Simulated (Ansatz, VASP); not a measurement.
# GaN: VASP beside Ansatz, part 2 of 2

Wanted: the spread between two codes on one cell, functional and k mesh. The cell is taken from a series of VASP runs on this material, whose earlier steps may have relaxed, scaled or displaced it; both programs get it as it stands.

VASP 6.6.1 and Ansatz 0.2.0.

So far, pressure (GPa): step 4 (side by side) -1.10.

**5. Other set-ups**

Further runs change the set-up of one program: Ansatz's method, potentials or start, or VASP's data sets, cutoff or form of LDA. The table gives Ansatz less VASP for each quantity, since a change that brings one quantity closer may part another.

| run | r.m.s. force difference (meV/Å) | pressure (GPa) | gap over the path points (eV) | pressure without Ansatz's Pulay correction (GPa) |
| --- | --- | --- | --- | --- |
| as above | 3.2 | -1.1 | 0.0069 | -1.2 |
| cores kept as stored | 3.3 | -1.1 | 0.0098 | -1.2 |
| Ansatz's all-electron LAPW method | 3.6 | -0.94 | 0.025 |  |
| Ansatz's larger PAW set (cutoff 1300 eV) | 3.5 | -0.89 | 0.025 |  |
| norm-conserving potentials (cutoff 1252 eV) | 3.9 | -1.1 | 0.052 | -1.2 |

**6. Ansatz: single point, r2SCAN**

A single point gives forces, pressure and levels at one fixed geometry, so differences don't come from the geometry; what else differs is listed under the comparison.

The cell is taken from a series of VASP runs on this material, whose earlier steps may have relaxed, scaled or displaced it; both programs get it as it stands.

Contents of input.yaml:

```yaml
crystal:
  lattice:
    - [3.188855531, 0.0, 0.0]
    - [-1.5944277655, 2.7616298988, 0.0]
    - [0.0, 0.0, 5.1940668973]
  atoms:
    - { symbol: Ga, position: [0.3333333333, 0.6666666667, 0.9991932276] }
    - { symbol: Ga, position: [0.6666666667, 0.3333333333, 0.4991932276] }
    - { symbol: "N", position: [0.3333333333, 0.6666666667, 0.3758067724] }
    - { symbol: "N", position: [0.6666666667, 0.3333333333, 0.8758067724] }
hamiltonian:
  xc: r2scan
  pseudopotentials: { kind: paw }
kpoints:
  mp_grid: { grid: [10, 10, 6] }
scf:
  occupations: { method: tetrahedron }
output:
  forces: true
  stress: true
```

Started as:

```sh
$ ansatz run input.yaml --threads 2 --pin off --max-ram 4608MiB --backend cpu --events-out ev --progress --plain --runs-dir out
```

Numbers of over 12 decimals in the logs are rounded to 6 here.

The program printed:

```text
Warning: output.forces, output.stress, relax.cell or npt_langevin: where a Kohn–Sham band that disperses or a degenerate level is filled in part under the method tetrahedron, the forces or the stress that this run publishes need not agree with its energy (scf.occupations.method in the input reference, under Limitations); prefer a smearing scheme for the forces or the stress
[...]
--- Band table (eV; the first three rows and the last of 56) ---
  k-point 0: bands = [... 14 lower, 8.3418, 9.3634, 9.4022, 9.4022, 11.7121, 14.2005, 19.3350, 19.9688]
  k-point 1: bands = [... 14 lower, 8.4096, 8.5602, 9.3280, 9.3280, 12.3894, 14.2535, 19.1287, 19.9986]
  k-point 2: bands = [... 14 lower, 8.5972, 8.5972, 9.1275, 9.1275, 13.4320, 14.3301, 18.7036, 19.1365]
  k-point 55: bands = [... 14 lower, 5.2999, 5.2999, 7.8586, 7.8586, 16.1758, 16.1758, 17.5243, 17.5243]
[key lines of the parts left out:]
SCF converged after 8 iterations
Free energy (F): -8352.773527 eV
Fermi energy:    9.402234 eV
P = ⅓ Tr σ = -1.0934 GPa (-10.934 kbar)
```

It took 8.1 s on 2 threads of Arm Neoverse V1, shared host; peak memory 0.43 GiB.

The run ends at a pressure of -1.09 GPa, with forces up to 0.0090 eV/Å.

**7. VASP: single point, r2SCAN**

The same cell, functional, mesh and smearing now go to VASP, with its own data sets and cutoff.

Contents of INCAR:

```
SYSTEM = GaN
PREC = Accurate
ENCUT = 520
EDIFF = 1E-06
NELM = 100
ISMEAR = -5
SIGMA = 0.05
LREAL = .FALSE.
ALGO = Normal
METAGGA = R2SCAN
LASPH = .TRUE.
NBANDS = 32
LORBIT = 11
LWAVE = .FALSE.
LCHARG = .FALSE.
KPAR = 4
NEDOS = 2001
```

Contents of POSCAR:

```
GaN
1.0
    3.1888555310      0.0000000000      0.0000000000
   -1.5944277655      2.7616298988      0.0000000000
    0.0000000000      0.0000000000      5.1940668973
Ga N
2 2
Direct
    0.3333333333      0.6666666667      0.9991932276
    0.6666666667      0.3333333333      0.4991932276
    0.3333333333      0.6666666667      0.3758067724
    0.6666666667      0.3333333333      0.8758067724
```

Contents of KPOINTS:

```
Automatic mesh
0
Gamma
10 10 6
0 0 0
```

PAW data sets: Ga_d and N (PBE family, release 64).

Started as:

```sh
$ mpirun -np 4 vasp_std
```

The program printed:

```text
[banner, memory and clock lines left out]
running    4 mpi-ranks, on    1 nodes
[...]
[... a notice as in an earlier step ...]

 LDA part: xc-table for (None), standard interpolation
 POSCAR, INCAR and KPOINTS ok, starting setup
[...]
entering main loop
       N       E                     dE             d eps       ncg     rms          rms(c)
DAV:   1     0.284207880507E+03    0.28421E+03   -0.16670E+04  4384   0.214E+03
DAV:   2    -0.948364638185E+01   -0.29369E+03   -0.26954E+03  3608   0.512E+02
DAV:   3    -0.522010626185E+02   -0.42717E+02   -0.41999E+02  4264   0.134E+02
DAV:   4    -0.536290596462E+02   -0.14280E+01   -0.14262E+01  4104   0.274E+01
[...]
DAV:  12    -0.438219090495E+02    0.93366E-05   -0.53109E-05  4224   0.819E-02    0.764E-03
DAV:  13    -0.438219050510E+02    0.39985E-05   -0.64798E-06  4336   0.145E-02    0.954E-03
DAV:  14    -0.438219053887E+02   -0.33764E-06   -0.78048E-07  3120   0.917E-03
   1 F= -.43821905E+02 E0= -.43821905E+02  d E =0.000000E+00
```

OUTCAR, selected parts (step 7):

```text
  Total       -0.0068127     -0.0068127     -0.0319315      0.0000000      0.0000000      0.0000000
  in kB       -0.2386298     -0.2386298     -1.1184643      0.0000000      0.0000000      0.0000000
  external PRESSURE =      -0.5319079 kB  Pullay stress =       0.0000000 kB

 POSITION                                       TOTAL-FORCE (eV/Angst)
 -----------------------------------------------------------------------------------
     -0.00000      1.84109      5.18988         0.000000      0.000000     -0.003525
      1.59443      0.92054      2.59284        -0.000000      0.000000     -0.003525
     -0.00000      1.84109      1.95197        -0.000000     -0.000000      0.003525
      1.59443      0.92054      4.54900        -0.000000      0.000000      0.003525
 -----------------------------------------------------------------------------------
    total drift:                                0.000002      0.000004      0.035284

  FREE ENERGIE OF THE ION-ELECTRON SYSTEM (eV)
  ---------------------------------------------------
  free  energy   TOTEN  =       -43.8219053887 eV

  energy  without entropy=      -43.8219053887  energy(sigma->0) =      -43.82190539

[... 1 part as in an earlier step ...]

[... 2 further parts left out ...]
[key lines of the parts left out:]
E-fermi :   5.0479
```

The run ends at a pressure of -0.05 GPa, with forces up to 0.0035 eV/Å.

**8. Comparison**

The two programs side by side:

| quantity | Ansatz | VASP | difference |
| --- | --- | --- | --- |
| pressure (GPa) | -1.09 | -0.05 | -1.04 |
| pressure without Ansatz's Pulay correction (GPa) | -1.19 | -0.05 | -1.14 |
| gap on the k mesh (eV) | 2.310 | 2.303 | +0.007 |

At this near-relaxed geometry the largest component of a force difference is 5 meV/Å. A gap on the mesh is an upper bound, since the band edges may lie between its points. Ansatz's pressure holds a Pulay correction of 0.10 GPa; VASP's holds none.

**9. What the set-up changes**

Further runs change the set-up of one program: Ansatz's method, potentials or start, or VASP's data sets, cutoff or form of LDA. The table gives Ansatz less VASP for each quantity, since a change that brings one quantity closer may part another.

```csv
run,r.m.s. force difference (meV/Å),pressure (GPa),gap on the k mesh (eV),pressure without Ansatz's Pulay correction (GPa)
as above,3.2,-1.0,0.0070,-1.1
cores kept as stored,3.3,-1.1,0.0098,-1.2
Ansatz's all-electron LAPW method,3.6,-0.93,0.025,
Ansatz's larger PAW set (cutoff 1300 eV),3.5,-0.88,0.025,
norm-conserving potentials (cutoff 1252 eV),3.9,-1.1,0.052,-1.2
```

**10. VASP: band structure, r2SCAN, spin-orbit coupling**

Levels along a path test the potential and the projectors away from the mesh points.

Contents of INCAR:

```
SYSTEM = GaN
PREC = Accurate
ENCUT = 520
EDIFF = 1E-06
NELM = 100
ISMEAR = 0
SIGMA = 0.05
LREAL = .FALSE.
ALGO = Normal
METAGGA = R2SCAN
LASPH = .TRUE.
LNONCOLLINEAR = .TRUE.
MAGMOM = 0 0 0 0 0 0 0 0 0 0 0 0
NBANDS = 48
GGA_COMPAT = .FALSE.
LSORBIT = .TRUE.
LORBIT = 11
LWAVE = .FALSE.
LCHARG = .FALSE.
KPAR = 4
```

POSCAR is that of step 7.

Contents of KPOINTS:

```
Automatic mesh
0
Gamma
6 6 3
0 0 0
```

Contents of KPOINTS_OPT:

```
Line mode
16
Line-mode
Reciprocal
  0.00000000   0.00000000   0.00000000 GAMMA
  0.50000000   0.00000000   0.00000000 M

  0.50000000   0.00000000   0.00000000 M
  0.33333333   0.33333333   0.00000000 K

  0.33333333   0.33333333   0.00000000 K
  0.00000000   0.00000000   0.00000000 GAMMA

  0.00000000   0.00000000   0.00000000 GAMMA
  0.00000000   0.00000000   0.50000000 A

  0.00000000   0.00000000   0.50000000 A
  0.50000000   0.00000000   0.50000000 L

  0.50000000   0.00000000   0.50000000 L
  0.33333333   0.33333333   0.50000000 H

  0.33333333   0.33333333   0.50000000 H
  0.00000000   0.00000000   0.50000000 A

  0.50000000   0.00000000   0.50000000 L
  0.50000000   0.00000000   0.00000000 M

  0.33333333   0.33333333   0.00000000 K
  0.33333333   0.33333333   0.50000000 H
```

Started as:

```sh
$ mpirun -np 4 vasp_ncl
```

The program printed:

```text
[... set-up lines as in an earlier step ...]
 entering main loop
       N       E                     dE             d eps       ncg     rms          rms(c)
DAV:   1     0.381623879232E+03    0.38162E+03   -0.16604E+04  2352   0.287E+03
DAV:   2     0.271005527808E+02   -0.35452E+03   -0.33115E+03  2048   0.735E+02
DAV:   3    -0.479517479619E+02   -0.75052E+02   -0.73184E+02  2312   0.222E+02
DAV:   4    -0.534832295492E+02   -0.55315E+01   -0.54739E+01  2520   0.637E+01
[...]
DAV:  13    -0.438251870069E+02    0.49152E-05   -0.41200E-06  2112   0.310E-02    0.877E-03
DAV:  14    -0.438251855483E+02    0.14586E-05   -0.33549E-06  2896   0.495E-02    0.112E-03
DAV:  15    -0.438251857025E+02   -0.15418E-06   -0.21583E-06  1656   0.116E-02
   1 F= -.43825186E+02 E0= -.43825186E+02  d E =-.598475E-13  mag=     0.0000     0.0000    -0.0000
 Start KPOINTS_OPT (optional k-point list driver)
k-point batch [1-21\144]
       N       E                     dE             ncg
DAV:   1     0.515395380324E+04   -0.10810E+05     2368
DAV:   2    -0.226380605334E+04   -0.74178E+04     2024
DAV:   3    -0.378099384883E+04   -0.15172E+04     2312
DAV:   4    -0.388565544912E+04   -0.10466E+03     2472
DAV:   5    -0.388900205342E+04   -0.33466E+01     2616
DAV:   6    -0.388907458517E+04   -0.72532E-01     2592
DAV:   7    -0.388907739933E+04   -0.28142E-02     2856
DAV:   8    -0.388907742902E+04   -0.29684E-04     2576
DAV:   9    -0.388907742950E+04   -0.48432E-06     1576
[...]
k-point batch [127-144\144]
       N       E                     dE             ncg
DAV:   1     0.841013283186E+04   -0.22526E+05     1960
DAV:   2     0.195500082000E+04   -0.64551E+04     1736
DAV:   3     0.674423329405E+03   -0.12806E+04     1944
DAV:   4     0.583954795506E+03   -0.90469E+02     2160
DAV:   5     0.581213981317E+03   -0.27408E+01     2048
DAV:   6     0.581126227158E+03   -0.87754E-01     2416
DAV:   7     0.581123910668E+03   -0.23165E-02     2216
DAV:   8     0.581123887077E+03   -0.23590E-04     2360
DAV:   9     0.581123886726E+03   -0.35126E-06     1328
```

OUTCAR, selected parts (step 10):

```text
  Total       -0.0132496     -0.0132496     -0.0481956      0.0000000      0.0000000     -0.0000000
  in kB       -0.4640948     -0.4640948     -1.6881471      0.0000000      0.0000000     -0.0000000
  external PRESSURE =      -0.8721122 kB  Pullay stress =       0.0000000 kB

 POSITION                                       TOTAL-FORCE (eV/Angst)
 -----------------------------------------------------------------------------------
     -0.00000      1.84109      5.18988         0.000000      0.000000     -0.002675
      1.59443      0.92054      2.59284        -0.000000     -0.000000     -0.002675
     -0.00000      1.84109      1.95197        -0.000000     -0.000000      0.002675
      1.59443      0.92054      4.54900         0.000000      0.000000      0.002675
 -----------------------------------------------------------------------------------
    total drift:                               -0.000000      0.000000      0.034199

  FREE ENERGIE OF THE ION-ELECTRON SYSTEM (eV)
  ---------------------------------------------------
  free  energy   TOTEN  =       -43.8251857025 eV

  energy  without entropy=      -43.8251857025  energy(sigma->0) =      -43.82518570

 magnetization (x)
# of ion       s       p       d       tot
------------------------------------------
    1        0.000  -0.000  -0.000  -0.000
    2       -0.000   0.000  -0.000  -0.000
    3        0.000   0.000   0.000   0.000
    4        0.000   0.000   0.000   0.000
--------------------------------------------------
tot          0.000   0.000  -0.000  -0.000

 magnetization (y)
# of ion       s       p       d       tot
------------------------------------------
    1        0.000  -0.000   0.000  -0.000
    2        0.000   0.000   0.000   0.000
    3        0.000  -0.000   0.000   0.000
    4        0.000  -0.000   0.000  -0.000
--------------------------------------------------
tot          0.000  -0.000   0.000   0.000

 magnetization (z)
# of ion       s       p       d       tot
------------------------------------------
    1        0.000   0.000   0.000   0.000
    2        0.000   0.000   0.000   0.000
    3        0.000  -0.000   0.000  -0.000
    4        0.000   0.000   0.000   0.000
--------------------------------------------------
tot          0.000   0.000   0.000   0.000

[... 1 part as in an earlier step ...]

[... 2 further parts left out ...]
[key lines of the parts left out:]
E-fermi :   5.2845
```

The run ends at a pressure of -0.09 GPa, with forces up to 0.0027 eV/Å.

**11. Ansatz: band structure, r2SCAN, spin-orbit coupling**

The same cell, functional, mesh and smearing now go to Ansatz, which takes its cutoff from its data sets.

The cell is taken from a series of VASP runs on this material, whose earlier steps may have relaxed, scaled or displaced it; both programs get it as it stands.

Contents of input.yaml:

```yaml
crystal:
  lattice:
    - [3.188855531, 0.0, 0.0]
    - [-1.5944277655, 2.7616298988, 0.0]
    - [0.0, 0.0, 5.1940668973]
  atoms:
    - { symbol: Ga, position: [0.3333333333, 0.6666666667, 0.9991932276] }
    - { symbol: Ga, position: [0.6666666667, 0.3333333333, 0.4991932276] }
    - { symbol: "N", position: [0.3333333333, 0.6666666667, 0.3758067724] }
    - { symbol: "N", position: [0.6666666667, 0.3333333333, 0.8758067724] }
hamiltonian:
  xc: r2scan
  pseudopotentials: { kind: paw_fr }
magnetization:
  noncollinear: true
  spin_orbit: true
kpoints:
  mp_grid: { grid: [6, 6, 3] }
  band_path:
    path:
      - [0.0, 0.0, 0.0]
      - [0.13333, 0.0, 0.0]
      - [0.3, 0.0, 0.0]
      - [0.46667, 0.0, 0.0]
      - [0.46667, 0.06667, 0.0]
      - [0.41111, 0.17778, 0.0]
      - [0.35556, 0.28889, 0.0]
      - [0.28889, 0.28889, 0.0]
      - [0.17778, 0.17778, 0.0]
      - [0.06667, 0.06667, 0.0]
      - [0.0, 0.0, 0.03333]
      - [0.0, 0.0, 0.2]
      - [0.0, 0.0, 0.36667]
      - [0.0, 0.0, 0.5]
      - [0.16667, 0.0, 0.5]
      - [0.3, 0.0, 0.5]
      - [0.46667, 0.0, 0.5]
      - [0.46667, 0.06667, 0.5]
      - [0.41111, 0.17778, 0.5]
      - [0.35556, 0.28889, 0.5]
      - [0.28889, 0.28889, 0.5]
      - [0.17778, 0.17778, 0.5]
      - [0.06667, 0.06667, 0.5]
      - [0.5, 0.0, 0.46667]
      - [0.5, 0.0, 0.3]
      - [0.5, 0.0, 0.13333]
      - [0.33333, 0.33333, 0.0]
      - [0.33333, 0.33333, 0.16667]
      - [0.33333, 0.33333, 0.33333]
      - [0.33333, 0.33333, 0.5]
    npoints: 1
scf:
  occupations: { method: gaussian, width: 0.05 }
  n_extra_bands: 16
output:
  forces: true
  stress: true
  eigenvalues: true
  write_density: true
  write_potential: true
  elf: true
  volumetric_format: npy
```

Started as:

```sh
$ ansatz run input.yaml --threads 2 --pin off --max-ram 4608MiB --backend cpu --events-out ev --progress --plain --runs-dir out
```

The program printed:

```text
[...]
non-collinear run that drives no moment, with spin-orbit: no starting moment large enough to seed its density (crystal.atoms[].spin), no starting occupations that ask for one, no magnetisation constraint and no magnetic field, so the semilocal B_xc is pinned to zero
Crystal: 4 atoms, lattice volume = 45.741 Å³
[...]
k-point 1: bands = [... 32 lower, 9.1243, 9.1243, 9.1362, 9.1362, 13.4343, 13.4343, 14.3316, 14.3316, ... 12 higher]
  k-point 2: bands = [... 32 lower, 9.0650, 9.0866, 9.1542, 9.1607, 13.2568, 13.2674, 15.5070, 15.5203, ... 12 higher]
  k-point 13: bands = [... 32 lower, 7.5138, 7.5383, 7.5383, 7.5472, 16.2631, 16.2631, 16.7958, 16.8020, ... 12 higher]
[key lines of the parts left out:]
SCF converged after 8 iterations
Magnetization: |M| = 0.0000 μB,  M = (+0.0000, +0.0000, +0.0000) μB
Free energy (F): -8347.779597 eV
Fermi energy:    10.561272 eV
P = ⅓ Tr σ = -1.1367 GPa (-11.367 kbar)
```

Elapsed: 24 s, on 2 threads; peak memory 0.58 GiB.

**12. Comparison**

What differs besides the data sets and the points named for the pairs above, as far as they apply: spin-orbit coupling enters by fully relativistic files in Ansatz and inside the spheres in VASP. Total energies have different zeros and are not compared.

The two programs side by side:

```
                                        quantity  Ansatz   VASP  difference
                                  pressure (GPa)   -1.14  -0.09       -1.05
pressure without Ansatz's Pulay correction (GPa)   -1.24  -0.09       -1.15
                   gap over the path points (eV)   2.307  2.299      +0.007
```

Levels at points of the path, from each program's valence-band top (eV; 8 filled, then empty):

```csv
k (reciprocal lattice),Ansatz,VASP
0.000 0.000 0.000,-1.05 -1.05 -0.04 -0.04 -0.01 -0.01 0.00 0.00 2.31 2.31 4.79 4.79 9.93 9.93,-1.05 -1.05 -0.04 -0.04 0.00 0.00 0.00 0.00 2.30 2.30 4.77 4.77 9.92 9.92
0.133 0.000 0.000,-1.42 -1.42 -1.28 -1.27 -0.23 -0.22 -0.17 -0.16 3.46 3.46 5.76 5.77 9.17 9.19,-1.42 -1.42 -1.28 -1.27 -0.23 -0.22 -0.17 -0.16 3.45 3.45 5.73 5.75 9.16 9.17
0.300 0.000 0.000,-3.60 -3.58 -2.29 -2.29 -1.06 -1.02 -0.68 -0.67 5.16 5.18 6.40 6.40 7.51 7.52,-3.60 -3.58 -2.29 -2.29 -1.06 -1.02 -0.68 -0.67 5.14 5.17 6.38 6.38 7.50 7.51
0.467 0.000 0.000,-4.33 -4.32 -2.80 -2.80 -2.18 -2.16 -1.02 -1.02 5.56 5.58 6.10 6.11 6.56 6.56,-4.33 -4.32 -2.80 -2.80 -2.18 -2.16 -1.02 -1.02 5.55 5.57 6.09 6.09 6.55 6.55
0.467 0.067 0.000,-4.25 -4.25 -3.03 -3.01 -2.25 -2.25 -1.21 -1.21 5.87 5.88 6.25 6.26 6.51 6.51,-4.25 -4.25 -3.03 -3.01 -2.25 -2.25 -1.21 -1.21 5.86 5.87 6.25 6.25 6.49 6.49
0.411 0.178 0.000,-4.36 -4.34 -3.64 -3.59 -2.43 -2.42 -2.02 -2.02 6.02 6.02 7.31 7.32 7.35 7.36,-4.36 -4.35 -3.64 -3.59 -2.43 -2.42 -2.02 -2.02 6.01 6.01 7.29 7.29 7.34 7.35
0.356 0.289 0.000,-5.16 -5.15 -3.30 -3.26 -2.82 -2.81 -2.71 -2.70 5.64 5.64 8.26 8.26 8.60 8.61,-5.17 -5.16 -3.29 -3.26 -2.82 -2.81 -2.71 -2.70 5.63 5.63 8.23 8.23 8.57 8.58
0.289 0.289 0.000,-4.72 -4.71 -3.64 -3.60 -2.57 -2.56 -2.49 -2.46 5.77 5.78 7.96 7.97 8.69 8.69,-4.72 -4.71 -3.64 -3.60 -2.57 -2.56 -2.49 -2.46 5.77 5.77 7.93 7.94 8.65 8.66
0.178 0.178 0.000,-4.00 -4.00 -2.65 -2.63 -1.20 -1.19 -1.05 -1.02 5.66 5.68 7.43 7.44 7.85 7.85,-4.00 -4.00 -2.65 -2.64 -1.20 -1.19 -1.05 -1.02 5.65 5.67 7.42 7.42 7.83 7.83
0.067 0.067 0.000,-1.46 -1.46 -0.94 -0.93 -0.18 -0.17 -0.15 -0.15 3.25 3.25 5.57 5.59 9.55 9.56,-1.46 -1.46 -0.94 -0.93 -0.18 -0.17 -0.15 -0.15 3.24 3.25 5.55 5.57 9.54 9.55
```

At this near-relaxed geometry the largest component of a force difference is 5 meV/Å. Among the levels compared at these points, filled levels agree within 5 meV and empty ones within 34 meV. Ansatz's pressure holds a Pulay correction of 0.10 GPa; VASP's holds none.

**13. Other set-ups**

Further runs change the set-up of one program: Ansatz's method, potentials or start, or VASP's data sets, cutoff or form of LDA. The table gives Ansatz less VASP for each quantity, since a change that brings one quantity closer may part another.

```csv
run,r.m.s. force difference (meV/Å),pressure (GPa),gap over the path points (eV),pressure without Ansatz's Pulay correction (GPa)
as above,3.1,-1.0,0.0071,-1.1
cores kept as stored,3.2,-1.1,0.0099,-1.2
norm-conserving potentials (cutoff 1250 eV),3.9,-1.4,0.035,-1.5
```

**14. Summary of results**

```json
{
  "difference in pressure (band structure, r2SCAN)": "-1.1 GPa",
  "difference in pressure (single point, r2SCAN)": "-1.0 GPa",
  "difference in pressure (band structure, r2SCAN, spin-orbit coupling)": "-1.0 GPa"
}
```

The difference in pressure is -1.1 GPa (band structure, r2SCAN), beyond the 1 GPa picked in this series as the mark of a large difference. Band structure, r2SCAN, cores kept as stored: the difference in gap over the path points goes from 0.0069 to 0.0098 eV. Band structure, r2SCAN, Ansatz's all-electron LAPW method: the difference in gap over the path points goes from 0.0069 to 0.025 eV. Band structure, r2SCAN, Ansatz's larger PAW set (cutoff 1300 eV): the difference in gap over the path points goes from 0.0069 to 0.025 eV. Single point, r2SCAN, cores kept as stored: the difference in gap on the k mesh goes from 0.0070 to 0.0098 eV. Single point, r2SCAN, Ansatz's all-electron LAPW method: the difference in gap on the k mesh goes from 0.0070 to 0.025 eV. 2 further runs of this series are not shown here. Such differences can come from data sets, numerical settings and the points named under the comparisons, not from the functional's error against experiment.

[Lines on the potential files, build, host, timing and source positions are cut from VASP's logs without a mark.]

[Logs are printed without paths, hosts, clocks, repeated set-up lines and the standing remarks that a program may print on its own settings, such as how far it seeks lower states.]

[Hosts, paths, dates, database ids (printed as entryN), source tags and the programs' standing remarks are cut or masked in the printed files.]
